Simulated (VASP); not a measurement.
# HfB2 (P6/mmm) in VASP: further runs

Runs on HfB2. Level: PBEsol. Tasks: single point.

Program: VASP 6.6.1. These are calculated values, not measurements. Logs are shortened: lines on timing, memory, paths and dates and some standing lists are left out, and cuts for length are marked.

### 1 The crystal as given

It takes space group P6/mmm (No. 191, hexagonal). Conventional cell: a = 3.140 Å, b = 3.140 Å, c = 3.480 Å, α = 90.00°, β = 90.00°, γ = 120.00°. Hf (site symmetry 6/mmm) has 12 B at 2.51 Å as nearest neighbours. Around B (site symmetry -6m2) lie 3 B at 1.81 Å.

### 2 Single point, PBEsol

File INCAR:

```
SYSTEM = HfB2
  PREC = Accurate
  ENCUT = 460
  EDIFF = 1E-7
  ISMEAR = 1
  SIGMA = 0.02
  LREAL = .FALSE.
  LASPH = .TRUE.
  NELM = 100
  ALGO = Normal
  ISIF = 2
  LWAVE = .FALSE.
  LCHARG = .FALSE.
  GGA = PS
  NBANDS = 12
  ADDGRID = .FALSE.
```

File KPOINTS:

```
Automatic mesh
0
G
  11 11 8
  0 0 0
```

File POSCAR:

```
HfB2
1.0
    3.1400000000      0.0000000000      0.0000000000
   -1.5700000000      2.7193197679      0.0000000000
    0.0000000000      0.0000000000      3.4800000000
Hf B
1 2
Direct
    0.0000000000      0.0000000000      0.0000000000
    0.6666666667      0.3333333333      0.5000000000
    0.3333333333      0.6666666667      0.5000000000
```

Potentials or basis: VASP PAW PBE potentials, release 64 (Hf, B).

Command:

```bash
$ cat potpaw_PBE.64/Hf/POTCAR potpaw_PBE.64/B/POTCAR > POTCAR
$ mpirun -np 1 vasp_std > vasp.out
```

OUTCAR:

```text
SYSTEM = HfB2
   PREC = Accurate
   ENCUT = 460
   EDIFF = 1E-7
   ISMEAR = 1
   LREAL = .FALSE.
   LASPH = .TRUE.
   NELM = 100
   ISIF = 2
   GGA = PS

 Found     80 irreducible k-points:

 Following reciprocal coordinates:
            Coordinates               Weight
  0.000000  0.000000  0.000000      1.000000
  0.090909  0.000000  0.000000      6.000000
  0.181818  0.000000  0.000000      6.000000
  0.272727  0.000000  0.000000      6.000000
  0.363636  0.000000  0.000000      6.000000
  0.454545  0.000000  0.000000      6.000000
   k-points           NKPTS =     80   k-points in BZ     NKDIM =     80   number of bands    NBANDS=     12
   number of dos      NEDOS =    301   number of ions     NIONS =      3
   total plane-waves  NPLWV =  13824
   dimension x,y,z NGX =    24 NGY =   24 NGZ =   24
   dimension x,y,z NGXF=    48 NGYF=   48 NGZF=   48
   ions per type =               1   2
   NGX,Y,Z   is equivalent  to a cutoff of  12.71, 12.71, 11.47 a.u.
   NGXF,Y,Z  is equivalent  to a cutoff of  25.41, 25.41, 22.93 a.u.
 SYSTEM =  HfB2
   PREC   = accura    normal or accurate (medium, high low for compatibility)
   ISTART =      0    job   : 0-new  1-cont  2-samecut
   ICHARG =      2    charge: 1-file 2-atom 10-const
   ISPIN  =      1    spin polarized calculation?
   LNONCOLLINEAR =      F non collinear calculations
   LSORBIT =      F    spin-orbit coupling
   LASPH  =      T    aspherical Exc in radial PAW
   ENCUT  =  460.0 eV  33.81 Ry    5.81 a.u.   5.49  5.49  6.09*2*pi/ulx,y,z
   NELM   =    100;   NELMIN=  2; NELMDL= -5     # of ELM steps
   EDIFF  = 0.1E-06   stopping-criterion for ELM
   LREAL  =      F    real-space projection
   EDIFFG = 0.1E-05   stopping-criterion for IOM
   NSW    =      0    number of steps for IOM
   IBRION =     -1    ionic relax: 0-MD 1-quasi-New 2-CG
   NFREE  =      0    steps in history (QN), initial steepest desc. (CG)
   ISIF   =      2    stress and relaxation
   ISYM   =      2    0-nonsym 1-usesym 2-fastsym
   POTIM  = 0.5000    time-step for ionic-motion
   TEBEG  =    0.0;   TEEND  =   0.0 temperature during run
   PSTRESS=    0.0 pullay stress
   NELECT =      10.0000    total number of electrons
   NUPDOWN=      -1.0000    fix difference up-down
   EMIN   =  10.00;   EMAX   =-10.00  energy-range for DOS
   EFERMI =   0.00;   METHOD = LEGACY
   ISMEAR =     1;   SIGMA  =   0.02  broadening in eV -4-tet -1-fermi 0-gaus
   EFERMI_NEDOS =   21; number of points for ismear=-14 and -15
   IALGO  =     38    algorithm
   IMIX   =      4    mixing-type and parameters
     AMIX     =   0.40;   BMIX     =  1.00
     AMIX_MAG =   1.60;   BMIX_MAG =  1.00
  volume/ion in A,a.u.               =       9.90        66.84
  Fermi-wavevector in a.u.,A,eV,Ry     =   1.138724  2.151876 17.642568  1.296692
  Thomas-Fermi vector in A             =   2.275428
   LORBIT       =      0    0 simple, 1 ext, 2 COOP (PROOUT), +10 PAW based schemes
   GGA     = PS    functional components
   LHFCALC =     F    Hartree Fock is set to
   AEXX    =    0.0000 exact exchange contribution
   IVDW    =     0    specifies the selected vdW correction
   LEPSILON=     F    determine dielectric tensor
   LRPA    =     F    only Hartree local field effects (RPA)
 non-spin polarized calculation
 Methfessel and Paxton  Order N= 1 SIGMA  =   0.02
  energy-cutoff  :      460.00
  volume of cell :       29.71
 maximum number of plane-waves:       690
 NGX is ok and might be reduce to    24
   NGX = 11   NGY = 11   NGZ = 13

 number of electron      10.0000000 magnetization

 Free energy of the ion-electron system (eV)
  ---------------------------------------------------
  ext. energy  EPLUGINS =         0.00000000
  ---------------------------------------------------
  free energy    TOTEN  =       -27.93130808 eV

  energy without entropy =      -27.93131275  energy(sigma->0) =      -27.93130964

 E-fermi :   7.5870     XC(G=0): -12.4563

 val. band max:        7.5762968465   @ k =   0.0909   0.0909   0.2500
 cond. band min:       7.8040389613   @ k =   0.2727   0.1818   0.0000
 fundamental gap:      0.2277421147
 Fermi energy:         7.5870006879

 k-point     1 :       0.0000    0.0000    0.0000
  band No.  band energies     occupation
      1      -5.8943      2.00000
      2       4.7869      2.00000
      3       4.9450      2.00000
      4       4.9450      2.00000
      5       5.0533      2.00000
      6      11.8376      0.00000
      7      11.8376      0.00000
      8      12.5014      0.00000
      9      12.5014      0.00000
     10      12.8189      0.00000
     11      12.8189      0.00000
     12      12.8824      0.00000

 k-point     2 :       0.0909    0.0000    0.0000
  band No.  band energies     occupation
      1      -5.7237      2.00000
      2       4.4451      2.00000
      3       4.8988      2.00000
      4       4.9344      2.00000
      5       4.9647      2.00000
      6      11.2653      0.00000
      7      11.7129      0.00000
      8      11.7607      0.00000
      9      12.0561      0.00000
     10      13.3976      0.00000
     11      13.7774      0.00000
     12      14.0795      0.00000

 k-point     3 :       0.1818    0.0000    0.0000
  band No.  band energies     occupation
      1      -5.2288      2.00000
      2       3.2890      2.00000
      3       4.5406      2.00000
      4       4.8685      2.00000
      5       5.3608      2.00000
      6      10.1365      0.00000
      7      11.4014      0.00000
      8      11.5160      0.00000
      9      12.1242      0.00000
     10      13.8211      0.00000
     11      14.8571      0.00000
     12      15.3332      0.00000

 k-point     4 :       0.2727    0.0000    0.0000
  band No.  band energies     occupation
      1      -4.4533      2.00000
      2       1.9092      2.00000
      3       4.1589      2.00000
      4       4.7183      2.00000
      5       5.5250      2.00000
      6       9.9977      0.00000
      7      11.0342      0.00000
      8      11.3480      0.00000
      9      11.9123      0.00000
     10      13.8895      0.00000
     11      15.8309      0.00000
     12      17.3838      0.00000

 k-point     5 :       0.3636    0.0000    0.0000
  band No.  band energies     occupation
      1      -3.4555      2.00000
      2       0.4952      2.00000
      3       3.8692      2.00000
      4       4.5407      2.00000
      5       5.2508      2.00000
      6      10.5038      0.00000
      7      10.7288      0.00000
      8      11.1445      0.00000
      9      12.7245      0.00000
     10      13.8799      0.00000
     11      17.3915      0.00000
     12      17.7802      0.00000

 k-point     6 :       0.4545    0.0000    0.0000
  band No.  band energies     occupation
      1      -2.3234      2.00000
      2      -0.8450      2.00000
      3       3.7185      2.00000
      4       4.4250      2.00000
      5       4.9750      2.00000
      6      10.0237      0.00000
      7      10.5592      0.00000
      8      12.9551      0.00000
      9      13.4457      0.00000
     10      13.9300      0.00000
     11      15.8513      0.00000
     12      18.7565      0.00000

 [... further k-points ...]

------------------------ aborting loop because EDIFF is reached ----------------------------------------

  FORCE on cell =-STRESS in cart. coord.  units (eV):
  Direction    XX          YY          ZZ          XY          YZ          ZX
  --------------------------------------------------------------------------------------
  -------------------------------------------------------------------------------------
  Total       -0.7225975     -0.7225975     -0.8325336      0.0000000     -0.0000000      0.0000000
  in kB      -38.9616966    -38.9616966    -44.8893353      0.0000000     -0.0000000      0.0000000
  external PRESSURE =     -40.9375762 kB  Pullay stress =       0.0000000 kB

 VOLUME and BASIS-vectors are now :
 -----------------------------------------------------------------------------
  energy-cutoff  :      460.00
  volume of cell :       29.71
      direct lattice vectors                 reciprocal lattice vectors
     3.140000000  0.000000000  0.000000000     0.318471338  0.183869512  0.000000000
    -1.570000000  2.719319768  0.000000000     0.000000000  0.367739025  0.000000000
     0.000000000  0.000000000  3.480000000     0.000000000  0.000000000  0.287356322

 POSITION                                       TOTAL-FORCE (eV/Angst)
 -----------------------------------------------------------------------------------
      0.00000      0.00000      0.00000         0.000000      0.000000      0.000000
      1.57000      0.90644      1.74000        -0.000000     -0.000000      0.000000
     -0.00000      1.81288      1.74000         0.000000      0.000000      0.000000
 -----------------------------------------------------------------------------------
    total drift:                                0.000000     -0.000000      0.000000

  FREE ENERGIE OF THE ION-ELECTRON SYSTEM (eV)
  ---------------------------------------------------
  free  energy   TOTEN  =       -27.9313080834 eV

  energy  without entropy=      -27.9313127511  energy(sigma->0) =      -27.93130964
```

Run time: 8.5 s. Hardware: 1 thread of Intel Xeon Platinum 8559C (Emerald Rapids), shared host; peak memory 0.15 GiB.

These settings aren't checked as converged: the numbers below hold their error.

Results:

```yaml
Free_energy: -27.9313 eV
Pressure: -4.1 GPa
Band_gap_on_the_k_mesh: none (metal or under the smearing width)
```

Caveat: the PAW data sets were made with another functional, which shifts forces and pressure a little.

### 3 Single point, PBEsol

INCAR is that of step 2.

KPOINTS is that of step 2.

File POSCAR:

```
HfB2
1.0
    3.1400000000      0.0000000000      0.0000000000
   -1.5700000000      2.7193197679      0.0000000000
    0.0000000000      0.0000000000      3.4800000000
Hf B
1 2
Direct
   -0.0142630000      0.0046330000     -0.0059370000
    0.6696320000      0.3380360000      0.4871880000
    0.3055440000      0.6904850000      0.5067950000
```

Potentials or basis: VASP PAW PBE potentials, release 64 (Hf, B).

Command:

```bash
$ cat potpaw_PBE.64/Hf/POTCAR potpaw_PBE.64/B/POTCAR > POTCAR
$ mpirun -np 1 vasp_std > vasp.out
```

OUTCAR:

```text
SYSTEM = HfB2
   PREC = Accurate
   ENCUT = 460
   EDIFF = 1E-7
   ISMEAR = 1
   LREAL = .FALSE.
   LASPH = .TRUE.
   NELM = 100
   ISIF = 2
   GGA = PS

 Found    485 irreducible k-points:

 Following reciprocal coordinates:
            Coordinates               Weight
  0.000000  0.000000  0.000000      1.000000
  0.090909  0.000000  0.000000      2.000000
  0.000000  0.090909  0.000000      2.000000
 -0.090909  0.090909  0.000000      2.000000
  0.181818  0.000000  0.000000      2.000000
  0.000000  0.181818  0.000000      2.000000
[... 169 lines left out ...]
  FORCE on cell =-STRESS in cart. coord.  units (eV):
  Direction    XX          YY          ZZ          XY          YZ          ZX
  --------------------------------------------------------------------------------------
  -------------------------------------------------------------------------------------
  Total       -0.1014757     -0.4703203     -0.7873190     -0.2540335      0.0311532     -0.0513091
  in kB       -5.4714648    -25.3591776    -42.4514124    -13.6972183      1.6797472     -2.7665354
  external PRESSURE =     -24.4273516 kB  Pullay stress =       0.0000000 kB

 VOLUME and BASIS-vectors are now :
 -----------------------------------------------------------------------------
  energy-cutoff  :      460.00
  volume of cell :       29.71
      direct lattice vectors                 reciprocal lattice vectors
     3.140000000  0.000000000  0.000000000     0.318471338  0.183869512  0.000000000
    -1.570000000  2.719319768  0.000000000     0.000000000  0.367739025  0.000000000
     0.000000000  0.000000000  3.480000000     0.000000000  0.000000000  0.287356322

 POSITION                                       TOTAL-FORCE (eV/Angst)
 -----------------------------------------------------------------------------------
      3.08794      0.01260      3.45934        -0.168241      0.369307      0.164804
      1.57193      0.91923      1.69541        -1.407703      0.297538      0.311015
     -0.12465      1.87765      1.76365         1.575944     -0.666845     -0.475819
 -----------------------------------------------------------------------------------
    total drift:                                0.000005     -0.000001     -0.000026

  FREE ENERGIE OF THE ION-ELECTRON SYSTEM (eV)
  ---------------------------------------------------
  free  energy   TOTEN  =       -27.7985024077 eV

  energy  without entropy=      -27.7984846139  energy(sigma->0) =      -27.79849648
```

OSZICAR:

```text
N       E                     dE             d eps       ncg     rms          rms(c)
DAV:   1     0.128473411579E+01    0.12847E+01   -0.40836E+03 11640   0.647E+02
DAV:   2    -0.292385205380E+02   -0.30523E+02   -0.29346E+02 16356   0.120E+02
DAV:   3    -0.300855161898E+02   -0.84700E+00   -0.84050E+00 16000   0.175E+01
DAV:   4    -0.300888487952E+02   -0.33326E-02   -0.33316E-02 14492   0.111E+00
DAV:   5    -0.300888641980E+02   -0.15403E-04   -0.15401E-04 15804   0.673E-02    0.203E+01
DAV:   6    -0.280132081599E+02    0.20757E+01   -0.38719E+00 14084   0.979E+00    0.104E+01
DAV:   7    -0.278263129092E+02    0.18690E+00   -0.72855E-01 15500   0.464E+00    0.271E+00
DAV:   8    -0.278008175710E+02    0.25495E-01   -0.77729E-02 13880   0.147E+00    0.546E-01
DAV:   9    -0.277986339906E+02    0.21836E-02   -0.85742E-03 14100   0.492E-01    0.181E-01
DAV:  10    -0.277985108927E+02    0.12310E-03   -0.71442E-04 14216   0.154E-01    0.367E-02
DAV:  11    -0.277985036576E+02    0.72351E-05   -0.38737E-05 15356   0.405E-02    0.144E-02
DAV:  12    -0.277985023843E+02    0.12733E-05   -0.38931E-06 14628   0.111E-02    0.526E-03
DAV:  13    -0.277985024077E+02   -0.23435E-07   -0.18385E-07 12864   0.247E-03
   1 F= -.27798502E+02 E0= -.27798496E+02  d E =-.177938E-04
```

stdout:

```text
POSCAR found type information on POSCAR HfB
 POSCAR found :  2 types and       3 ions
 scaLAPACK will be used
 -----------------------------------------------------------------------------
|                                                                             |
|                                                                             |
|     You enforced a specific xc type in the INCAR file but a different       |
|     I HOPE YOU KNOW WHAT YOU ARE DOING!                                     |
|                                                                             |
 -----------------------------------------------------------------------------

 LDA part: xc-table for (Slater+PW92), standard interpolation
 POSCAR, INCAR and KPOINTS ok, starting setup
 FFT: planning ... GRIDC
 FFT: planning ... GRID_SOFT
 FFT: planning ... GRID
 WAVECAR not read
 entering main loop
```

Wall time 41 s (1 thread of Intel Xeon Platinum 8559C (Emerald Rapids), shared host); peak memory 0.27 GiB.

The run converged, but some of its settings lie outside the range that counts as converged, so its numbers aren't taken as properties of the crystal.

What came out:

* Free energy: -27.7985 eV
* Pressure: -2.4 GPa
* Largest force: 1.776 eV/Å
* Band gap on the k mesh: none (metal or under the smearing width)

Caveat: the PAW data sets were made with another functional, which shifts forces and pressure a little.

### 4 Single point, PBEsol

INCAR: that of step 3 with these lines changed.

```diff
@@ -1,3 +1,3 @@
 SYSTEM = HfB2
-  PREC = Accurate
+  PREC = Low
   ENCUT = 460
@@ -5,3 +5,3 @@
   ISMEAR = 1
-  SIGMA = 0.02
+  SIGMA = 0.15
   LREAL = .FALSE.
```

KPOINTS is that of step 3.

File POSCAR:

```
HfB2
1.0
    3.1400000000      0.0000000000      0.0000000000
   -1.5700000000      2.7193197679      0.0000000000
    0.0000000000      0.0000000000      3.4800000000
Hf B
1 2
Direct
    0.0000000000      0.0000000000      0.0000000000
    0.6666666667      0.3333333333      0.5000000000
    0.3333333333      0.6666666667      0.5000000000
```

Command:

```bash
$ cat potpaw_PBE.64/Hf/POTCAR potpaw_PBE.64/B/POTCAR > POTCAR
$ mpirun -np 1 vasp_std > vasp.out
```

It took 5.5 s on 1 thread of Intel Xeon Platinum 8559C (Emerald Rapids), shared host; peak memory 0.12 GiB.

The run converged, but some of its settings lie outside the range that counts as converged, so its numbers aren't taken as properties of the crystal.

What came out:

```
Free energy            : -27.9311 eV
Pressure               : -4.1 GPa
Band gap on the k mesh : none (metal or under the smearing width)
```

Caveat: the PAW data sets were made with another functional, which shifts forces and pressure a little.

### 5 Single point, PBEsol

INCAR is that of step 4.

KPOINTS is that of step 4.

File POSCAR:

```
HfB2
1.0
    3.1400000000      0.0000000000      0.0000000000
   -1.5700000000      2.7193197679      0.0000000000
    0.0000000000      0.0000000000      3.4800000000
Hf B
1 2
Direct
   -0.0142630000      0.0046330000     -0.0059370000
    0.6696320000      0.3380360000      0.4871880000
    0.3055440000      0.6904850000      0.5067950000
```

Command:

```bash
$ cat potpaw_PBE.64/Hf/POTCAR potpaw_PBE.64/B/POTCAR > POTCAR
$ mpirun -np 1 vasp_std > vasp.out
```

It took 26 s on 1 thread of Intel Xeon Platinum 8559C (Emerald Rapids), shared host; peak memory 0.24 GiB.

The run converged, but some of its settings lie outside the range that counts as converged, so its numbers aren't taken as properties of the crystal.

What came out:

| Property | Result |
| --- | --- |
| Free energy | -27.7985 eV |
| Pressure | -2.4 GPa |
| Largest force | 1.775 eV/Å |
| Band gap on the k mesh | none (metal or under the smearing width) |

Caveat: the PAW data sets were made with another functional, which shifts forces and pressure a little.

### 6 Single point, PBEsol

INCAR: that of step 5 with these lines changed.

```diff
@@ -1,3 +1,3 @@
 SYSTEM = HfB2
-  PREC = Low
+  PREC = Normal
   ENCUT = 460
```

KPOINTS is that of step 5.

File POSCAR:

```
HfB2
1.0
    3.1400000000      0.0000000000      0.0000000000
   -1.5700000000      2.7193197679      0.0000000000
    0.0000000000      0.0000000000      3.4800000000
Hf B
1 2
Direct
    0.0000000000      0.0000000000      0.0000000000
    0.6666666667      0.3333333333      0.5000000000
    0.3333333333      0.6666666667      0.5000000000
```

Potentials or basis: VASP PAW PBE potentials, release 64 (Hf, B).

Command:

```bash
$ cat potpaw_PBE.64/Hf/POTCAR potpaw_PBE.64/B/POTCAR > POTCAR
$ mpirun -np 1 vasp_std > vasp.out
```

It took 5.7 s on 1 thread of Intel Xeon Platinum 8559C (Emerald Rapids), shared host; peak memory 0.13 GiB.

These settings aren't checked as converged: the numbers below hold their error.

What came out:

| Quantity | Value |
| --- | --- |
| Free energy | -27.9311 eV |
| Pressure | -4.1 GPa |
| Band gap on the k mesh | none (metal or under the smearing width) |

Caveat: the PAW data sets were made with another functional, which shifts forces and pressure a little.
